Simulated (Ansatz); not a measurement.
Space group Im-3m (No. 229). a = 2.800 Å, b = 2.800 Å, c = 2.800 Å, α = 90.00°, β = 90.00°, γ = 90.00°
```tsv
atom	site	symmetry	x	y	z
Ni	2a	m-3m	0.0000	0.0000	0.0000
```

Equation of state of this Ni structure (not necessarily the ground state), with shape and atoms relaxed at each volume where symmetry leaves them free. It has no gap at any of these volumes. The calculation used Ansatz, DFT PBE, scalar-relativistic, plane waves, PAW.

Plane waves to 420 eV, a k mesh through Γ of 22×22×22 on the computed 1-atom cell and Gaussian smearing (0.10 eV); collinear spin.

```tsv
V (Å³/atom)	E − E(largest V) (meV/atom)	P (GPa)
9.664	65.51	33.13
9.993	8.37	22.63
10.323	-28.79	13.75
10.652	-49.10	6.27
10.982	-55.20	-0.01
11.311	-49.39	-5.28
11.641	-33.64	-9.69
12.080	0.00	-14.46
```

Task: Fit a third-order Birch–Murnaghan equation to E(V).

Result: V0 = 10.98 Å³/atom, B0 = 192 GPa, B0' = 4.8.

This bcc form isn't the element's structure at ambient conditions.